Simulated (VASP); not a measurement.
# Re (P6_3/mmc) in VASP: single point with PBE0

Aim: the single point of Re with PBE0.

All numbers are computed with VASP 6.6.1; they aren't measurements. Logs are shortened: lines on timing, memory, paths and dates and some standing lists are left out, and cuts for length are marked.

**1. Starting point**

Symmetry: P6_3/mmc, No. 194, hexagonal system. Conventional cell: a = 2.751 Å, b = 2.751 Å, c = 4.443 Å, α = 90.00°, β = 90.00°, γ = 120.00°. Re (site symmetry -6m2) has 12 Re at 2.73 to 2.75 Å as nearest neighbours.

**2. Single point, PBE0**

The input, POSCAR:

```
Re
1.0
    2.7508900000      0.0000000000      0.0000000000
   -1.3754500000      2.3823400000      0.0000000000
    0.0000000000      0.0000000000      4.4430100000
Re
2
Direct
    0.3333300000      0.6666700000      0.2500000000
    0.6666700000      0.3333300000      0.7500000000
```

The input, INCAR.step1:

```
SYSTEM = Re
PREC = Accurate
ENCUT = 520
EDIFF = 1E-5
ISMEAR = 0
SIGMA = 0.1
LREAL = .FALSE.
LASPH = .TRUE.
NELM = 60
ALGO = Normal
ISIF = 2
LWAVE = .TRUE.
NBANDS = 14
GGA = PE
```

The input, INCAR.step2:

```
SYSTEM = Re
PREC = Accurate
ENCUT = 520
EDIFF = 1E-6
ISMEAR = 0
SIGMA = 0.1
LREAL = .FALSE.
LASPH = .TRUE.
NELM = 60
ALGO = Normal
ISIF = 2
LWAVE = .FALSE.
LCHARG = .TRUE.
GGA = PE
LHFCALC = .TRUE.
AEXX = 0.25
PRECFOCK = Fast
LELF = .TRUE.
LVHAR = .TRUE.
NBANDS = 14
ISTART = 1
```

The input, KPOINTS:

```
regular mesh
0
G
  9 9 4
  0 0 0
```

Potentials or basis: VASP PAW PBE potentials, release 64 (Re).

On the command line:

```bash
$ cat potpaw_PBE.64/Re/POTCAR > POTCAR
$ cp INCAR.step1 INCAR
$ mpirun -np 1 vasp_std > vasp.out
$ cp INCAR.step2 INCAR
$ mpirun -np 1 vasp_std > vasp.out
```

OUTCAR:

```text
SYSTEM = Re
   PREC = Accurate
   ENCUT = 520
   EDIFF = 1E-6
   ISMEAR = 0
   LREAL = .FALSE.
   LASPH = .TRUE.
   NELM = 60
   ISIF = 2
   GGA = PE
   LHFCALC = .TRUE.
   AEXX = 0.25
   PRECFOCK = Fast
   ISTART = 1

 ion  position               nearest neighbor table
   1  0.333  0.667  0.250-   2 2.73   2 2.73   2 2.73   2 2.73   2 2.73   2 2.73
   2  0.667  0.333  0.750-   1 2.73   1 2.73   1 2.73   1 2.73   1 2.73   1 2.73

  LATTYP: Found a hexagonal cell.
 ALAT       =     2.7508900000
 C/A-ratio  =     1.6151172893

  Lattice vectors:

 A1 = (   2.7508900000,   0.0000000000,   0.0000000000)
 A2 = (  -1.3754500000,   2.3823400000,   0.0000000000)
 A3 = (   0.0000000000,   0.0000000000,   4.4430100000)

Analysis of symmetry for initial positions (statically):
=====================================================================
 Subroutine PRICEL returns:
 Original cell was already a primitive cell.

 Routine SETGRP: Setting up the symmetry group for a
 hexagonal supercell.

 Subroutine GETGRP returns: Found  8 space group operations
 (whereof  4 operations were pure point group operations)
 out of a pool of 24 trial point group operations.

The static configuration has the point symmetry C_2h.
 The point group associated with its full space group is D_2h.

Analysis of symmetry for dynamics (positions and initial velocities):
=====================================================================
 Subroutine PRICEL returns:
 Original cell was already a primitive cell.

 Routine SETGRP: Setting up the symmetry group for a
 hexagonal supercell.

 Subroutine GETGRP returns: Found  8 space group operations
 (whereof  4 operations were pure point group operations)
 out of a pool of 24 trial point group operations.

The dynamic configuration has the point symmetry C_2h.
 The point group associated with its full space group is D_2h.

 Subroutine INISYM returns: Found  8 space group operations
 (whereof  4 operations are pure point group operations),
 and found     1 'primitive' translations

----------------------------------------------------------------------------------------

                                     Primitive cell

  volume of cell :      29.1175

  direct lattice vectors                    reciprocal lattice vectors
     2.750890000  0.000000000  0.000000000     0.363518716  0.209878446  0.000000000
    -1.375450000  2.382340000  0.000000000     0.000000000  0.419755367  0.000000000
     0.000000000  0.000000000  4.443010000     0.000000000  0.000000000  0.225072642

  length of vectors
     2.750890000  2.750891960  4.443010000     0.419755666  0.419755367  0.225072642

  position of ions in fractional coordinates (direct lattice)
     0.333330000  0.666670000  0.250000000
     0.666670000  0.333330000  0.750000000

  ion indices of the primitive-cell ions
   primitive index   ion index
                 1           1
                 2           2

----------------------------------------------------------------------------------------

 KPOINTS: regular mesh

Automatic generation of k-mesh.
 Grid dimensions read from file:
 generate k-points for:    9    9    4

 Generating k-lattice:

  Cartesian coordinates                     Fractional coordinates (reciprocal lattice)
     0.040390968  0.023319827  0.000000000     0.111111111  0.000000000  0.000000000
     0.000000000  0.046639485  0.000000000     0.000000000  0.111111111  0.000000000
     0.000000000  0.000000000  0.056268161     0.000000000  0.000000000  0.250000000

  Length of vectors
     0.046639518  0.046639485  0.056268161

  Shift w.r.t. Gamma in fractional coordinates (k-lattice)
     0.000000000  0.000000000  0.000000000

 Subroutine IBZKPT returns following result:
 ===========================================

 Found     75 irreducible k-points:

 Following reciprocal coordinates:
            Coordinates               Weight
  0.000000  0.000000  0.000000      1.000000
  0.111111  0.000000  0.000000      4.000000
 -0.111111  0.111111  0.000000      2.000000
  0.222222 -0.000000  0.000000      4.000000
 -0.222222  0.222222  0.000000      2.000000
  0.333333  0.000000  0.000000      4.000000
[... 16 lines left out ...]
 -0.222222 -0.444444  0.000000      4.000000
  0.444444  0.333333  0.000000      4.000000
 [... further k-points ...]
   k-points           NKPTS =     75   k-points in BZ     NKDIM =    324   number of bands    NBANDS=     14
   number of dos      NEDOS =    301   number of ions     NIONS =      2
   total plane-waves  NPLWV =  14400
   dimension x,y,z NGX =    20 NGY =   20 NGZ =   36
   dimension x,y,z NGXF=    40 NGYF=   40 NGZF=   72
   ions per type =               2
   NGX,Y,Z   is equivalent  to a cutoff of  12.09, 12.09, 13.47 a.u.
   NGXF,Y,Z  is equivalent  to a cutoff of  24.17, 24.17, 26.94 a.u.
 SYSTEM =  Re
   PREC   = accura    normal or accurate (medium, high low for compatibility)
   ISTART =      1    job   : 0-new  1-cont  2-samecut
   ICHARG =      0    charge: 1-file 2-atom 10-const
   ISPIN  =      1    spin polarized calculation?
   LNONCOLLINEAR =      F non collinear calculations
   LSORBIT =      F    spin-orbit coupling
   LASPH  =      T    aspherical Exc in radial PAW
   ENCUT  =  520.0 eV  38.22 Ry    6.18 a.u.   5.11  5.11  8.26*2*pi/ulx,y,z
   NELM   =     60;   NELMIN=  2; NELMDL=  0     # of ELM steps
   EDIFF  = 0.1E-05   stopping-criterion for ELM
   LREAL  =      F    real-space projection
   EDIFFG = 0.1E-04   stopping-criterion for IOM
   NSW    =      0    number of steps for IOM
   IBRION =     -1    ionic relax: 0-MD 1-quasi-New 2-CG
   NFREE  =      0    steps in history (QN), initial steepest desc. (CG)
   ISIF   =      2    stress and relaxation
   ISYM   =      3    0-nonsym 1-usesym 2-fastsym
   POTIM  = 0.5000    time-step for ionic-motion
   TEBEG  =    0.0;   TEEND  =   0.0 temperature during run
   PSTRESS=    0.0 pullay stress
   NELECT =      14.0000    total number of electrons
   NUPDOWN=      -1.0000    fix difference up-down
   EMIN   =  10.00;   EMAX   =-10.00  energy-range for DOS
   EFERMI =   0.00;   METHOD = LEGACY
   ISMEAR =     0;   SIGMA  =   0.10  broadening in eV -4-tet -1-fermi 0-gaus
   EFERMI_NEDOS =   21; number of points for ismear=-14 and -15
   IALGO  =     38    algorithm
   IMIX   =      1    mixing-type and parameters
     AMIX     =   0.40;   BMIX     =  1.00
     AMIX_MAG =   1.60;   BMIX_MAG =  1.00
  volume/ion in A,a.u.               =      14.56        98.25
  Fermi-wavevector in a.u.,A,eV,Ry     =   1.282526  2.423622 22.379846  1.644872
  Thomas-Fermi vector in A             =   2.414832
   LORBIT       =      0    0 simple, 1 ext, 2 COOP (PROOUT), +10 PAW based schemes
   GGA     = PE    functional components
   LHFCALC =     T    Hartree Fock is set to
   PRECFOCK=fast      Normal, Fast or Accurate (Low or Medium for compatibility)
   ENCUT4O =  -1.0   cutoff for four orbital integrals eV
   NKREDX  =     1    reduce k-point grid by
   NKREDY  =     1    reduce k-point grid by
   NKREDZ  =     1    reduce k-point grid by
   AEXX    =    0.2500 exact exchange contribution
   HFSCREEN=    0.0000 screening length (either q_TF or 0.3 A-1)
   HFSCREENC=   0.0000 screening length for correlation (either q_TF or 0.3 A-1)
   ENCUTFOCK=  -1.0 apply spherical cutoff to Coloumb kernel
   IVDW    =     0    specifies the selected vdW correction
   LEPSILON=     F    determine dielectric tensor
   LRPA    =     F    only Hartree local field effects (RPA)
 non-spin polarized calculation
 Gauss-broadening in eV      SIGMA  =   0.10
  energy-cutoff  :      520.00
  volume of cell :       29.12
 maximum number of plane-waves:       798
  NGX = 12; NGY = 12; NGZ = 20

 number of electron      14.0000001 magnetization

 Free energy of the ion-electron system (eV)
  ---------------------------------------------------
  ext. energy  EPLUGINS =         0.00000000
  ---------------------------------------------------
  free energy    TOTEN  =       -31.18917218 eV

  energy without entropy =      -31.18830122  energy(sigma->0) =      -31.18873670

 E-fermi :   7.7360     XC(G=0): -10.8101

 val. band max:        7.4683534811   @ k =  -0.1111   0.3333   0.5000
 cond. band min:       7.8398356832   @ k =   0.4444   0.4444   0.2500
 fundamental gap:      0.3714822020
 Fermi energy:         7.7360232337

 k-point     1 :       0.0000    0.0000    0.0000
  band No.  band energies     occupation
      1      -3.8546      2.00000
      2      -0.3494      2.00000
      3       5.4754      2.00000
      4       5.4765      2.00000
      5       5.4843      2.00000
      6       6.3888      2.00000
      7       6.3963      2.00000
      8       8.1929      0.00000
      9       8.2196      0.00000
     10       8.2789      0.00000
     11      12.0435      0.00000
     12      12.0572      0.00000
     13      19.3739      0.00000
     14      23.3359      0.00000

 k-point     2 :       0.1111    0.0000    0.0000
  band No.  band energies     occupation
      1      -3.2965      2.00000
      2       0.1658      2.00000
      3       4.5069      2.00000
      4       5.9479      2.00000
      5       6.1038      2.00000
      6       6.1553      2.00000
      7       6.4598      2.00000
      8       7.0293      2.00000
      9       7.2923      2.00000
     10       7.8620      0.07480
     11      12.3443      0.00000
     12      13.9658      0.00000
     13      19.3336      0.00000
     14      24.4924      0.00000
[... 343 lines left out ...]
      1       1.3352      2.00000
      2       1.8108      2.00000
      3       2.0322      2.00000
      4       3.6654      2.00000
      5       4.5174      2.00000
      6       5.3391      2.00000
      7       6.7442      2.00000
      8      10.9994      0.00000
      9      12.5012      0.00000
     10      12.5104      0.00000
     11      15.4084      0.00000
     12      16.7259      0.00000
     13      18.3938      0.00000
     14      21.3772      0.00000

 k-point    24 :       0.4444    0.3333    0.0000
  band No.  band energies     occupation
      1       1.3353      2.00000
      2       1.8114      2.00000
      3       2.0382      2.00000
      4       3.6603      2.00000
      5       4.5114      2.00000
      6       5.3425      2.00000
      7       6.7467      2.00000
      8      10.9962      0.00000
      9      12.4980      0.00000
     10      12.5098      0.00000
     11      15.4072      0.00000
     12      16.7248      0.00000
     13      18.3915      0.00000
     14      21.3760      0.00000

 [... further k-points ...]

------------------------ aborting loop because EDIFF is reached ----------------------------------------

  FORCE on cell =-STRESS in cart. coord.  units (eV):
  Direction    XX          YY          ZZ          XY          YZ          ZX
  --------------------------------------------------------------------------------------
  -------------------------------------------------------------------------------------
  Total       -0.8806056     -0.7550363     -1.1775479      0.1087471      0.0000000      0.0000000
  in kB      -48.4549085    -41.5455132    -64.7940177      5.9837569      0.0000000      0.0000000
  external PRESSURE =     -51.5981465 kB  Pullay stress =       0.0000000 kB

 VOLUME and BASIS-vectors are now :
 -----------------------------------------------------------------------------
  energy-cutoff  :      520.00
  volume of cell :       29.12
      direct lattice vectors                 reciprocal lattice vectors
     2.750890000  0.000000000  0.000000000     0.363518716  0.209878446  0.000000000
    -1.375450000  2.382340000  0.000000000     0.000000000  0.419755367  0.000000000
     0.000000000  0.000000000  4.443010000     0.000000000  0.000000000  0.225072642

 POSITION                                       TOTAL-FORCE (eV/Angst)
 -----------------------------------------------------------------------------------
     -0.00002      1.58823      1.11075        -0.029934      0.017283      0.000000
      1.37546      0.79411      3.33226         0.029934     -0.017283     -0.000000
 -----------------------------------------------------------------------------------
    total drift:                               -0.000000      0.000000     -0.000000

  FREE ENERGIE OF THE ION-ELECTRON SYSTEM (eV)
  ---------------------------------------------------
  free  energy   TOTEN  =       -31.1891721823 eV

  energy  without entropy=      -31.1883012175  energy(sigma->0) =      -31.18873670
```

It took 51 min on 1 thread of Intel Xeon 6975P-C (Granite Rapids), shared host; peak memory 0.18 GiB.

What came out:

* Free energy: -31.1892 eV
* Pressure: -5.2 GPa
* Largest force: 0.035 eV/Å
* Band gap on the k mesh: none (metal or under the smearing width)

Forces on the atoms (eV/Å):
```
Re  -0.030  0.017  0.000
Re   0.030 -0.017  0.000
```

Caveat: the PAW data sets were made with another functional, which shifts forces and pressure a little. Spin-orbit coupling is left out, which matters for the levels of Re.
